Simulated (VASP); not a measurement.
The system is TaS2.

```
CELL_PARAMETERS angstrom
3.35000 0.00000 0.00000
-1.67500 2.90119 0.00000
0.00000 0.00000 5.86000
ATOMIC_POSITIONS crystal
Ta 0.00000 0.00000 0.00000
S 0.66667 0.33333 0.75000
S 0.33333 0.66667 0.25000
```

Program: VASP 6.6.1. Alike in all runs: potentials or basis VASP PAW PBE potentials, release 64 (Ta_pv, S); cell as given; cutoff (eV) 520. Hardware: 1 thread of AMD EPYC 9R45 (Zen 5) (shared host).

Problem. Order these runs on this cell by their wall time, lowest first.
A. task single point; level PBE; spin off; k mesh 9 × 9 × 5; smearing gaussian 0.013 eV
B. task band structure; level PBEsol; spin SOC, no magnetisation; k mesh 7 × 7 × 4; smearing fermi-dirac 0.05 eV
C. task band structure; level revPBE; spin off; k mesh 9 × 9 × 5; smearing fermi-dirac 0.05 eV

Solution. A (29 s), C (72 s), B (220 s).
